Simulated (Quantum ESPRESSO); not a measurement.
# PbF2 (Fluorocronite) under changes of volume

One of the cells (17.354 Å³/atom); the others are scaled copies at fixed shape and fractional positions:

```
Pb F
1.0
     0.00000    2.96366    2.96366
     2.96366    0.00000    2.96366
     2.96366    2.96366    0.00000
Pb F
1 2
Cartesian
  0.0000 0.0000 0.0000
  4.4455 4.4455 4.4455
  1.4818 1.4818 1.4818
```

```yaml
Program: Quantum ESPRESSO 7.5
Functional: r2SCAN
Potentials_or_basis: SG15 PBE 1.2
Cutoff: 1197 eV
Density_cutoff: 4789 eV
k_mesh: 6 × 6 × 6
Occupations: fermi-dirac, width 0.05 eV
Spin: no spin polarisation
```

```tsv
volume (Å³/atom)	energy over the lowest point (meV/atom)	pressure (GPa)	gap on the mesh (eV)
16.313	7.09	3.5	5.06
16.660	1.56	1.6	5.06
17.007	0.00	-0.2	5.06
17.354	?	?	?
17.701	7.06	-3.1	5.03
18.048	14.93	-4.3	5.01
18.395	25.27	-5.3	4.99
```

Task: What does the run at 17.354 Å³/atom give?

Result: Energy over the lowest point 1.96 meV/atom; pressure -1.7 GPa; gap on the mesh 5.04 eV.

Worked out: A Birch-Murnaghan fit of order 3 (a polynomial in V^(-2/3)) to the other rows has its minimum at 16.98 Å³/atom with B0 = V·E''(V) = 80 GPa and B' = 4.8. It gives 1.97 meV/atom at 17.354 Å³/atom, against the run's 1.96, and -dE/dV = -1.7 GPa, against -1.7. A parabola through the other rows of the gap, of slope -0.625 eV per unit of ln V there, gives 5.05 eV, against the run's 5.04.

Energies are extrapolated to zero smearing.

Caveats: the potentials were made for another functional, which shifts forces and pressure; spin-orbit coupling is left out, which as a rule narrows the gap of such compounds by several tenths of an eV.

A mesh can miss the band edges.
